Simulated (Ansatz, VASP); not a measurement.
Given: the input of a run of VASP 6.6.1 on Gd.

File INCAR:

```
SYSTEM = Gd
PREC = Accurate
ENCUT = 520
EDIFF = 1E-7
ISMEAR = -1
SIGMA = 0.05
LREAL = .False.
LASPH = .True.
NELM = 150
ALGO = Normal
ISIF = 2
LWAVE = .False.
LCHARG = .False.
ISPIN = 2
MAGMOM = 7
LORBIT = 11
LMAXMIX = 6
GGA = PE
NBANDS = 19
```

The input KPOINTS:

```
Automatic mesh
0
Gamma
  9 9 9
  0 0 0
```

Contents of POSCAR:

```
Gd
1.0
    0.0000000000      2.5684640721      2.5684640721
    2.5684640721      0.0000000000      2.5684640721
    2.5684640721      2.5684640721      0.0000000000
Gd
1
Direct
    0.0000000000      0.0000000000      0.0000000000
```

Potentials or basis: VASP PAW PBE potentials, release 64 (Gd).

Command:

```console
$ cat potpaw_PBE.64/Gd/POTCAR > POTCAR
$ mpirun -np 1 vasp_std > vasp.out
```

Problem. Translate it to Ansatz 0.2.0. Potentials there: Ansatz PAW.

Solution. As run (the cutoff follows the program's own potentials):

input.yaml

```yaml
crystal:
  lattice:
    - [0.0, 2.5684640721, 2.5684640721]
    - [2.5684640721, 0.0, 2.5684640721]
    - [2.5684640721, 2.5684640721, 0.0]
  atoms:
    - { symbol: Gd, position: [0.0, 0.0, 0.0], spin: 7.0 }
hamiltonian:
  xc: pbe
  pseudopotentials: { kind: paw }
magnetization:
  spin_polarized: true
kpoints:
  mp_grid: { grid: [9, 9, 9] }
scf:
  occupations: { method: fermi_dirac, width: 0.05 }
output:
  forces: true
  stress: true
  eigenvalues: true
```

Potentials or basis: Ansatz PAW.

Launch:

```sh
$ ansatz run input.yaml --threads 2 --pin off --max-ram 5120MiB --backend cpu --events-out ev --progress --plain --runs-dir out
```

Both were run:

|  | VASP | Ansatz | Ansatz less VASP |
| --- | --- | --- | --- |
| gap on the k mesh at the Fermi level (eV) | none | none | - |
| pressure (GPa) | -0.8 | -0.8 | -0.01 |
| net moment per atom (μB) | 7.57 | 7.57 | -0.003 |
| size of the moment on the site where the two differ most (μB) | 6.96 | 7.32 | +0.350 |

Site moments also hang on the region over which each program counts them. A gap of «none» marks a metal or a gap that the smearing closes.

Caveats: spin-orbit coupling is left out, which moves the levels of the heavy elements. The state reached can hang on the start; a lower one may exist.
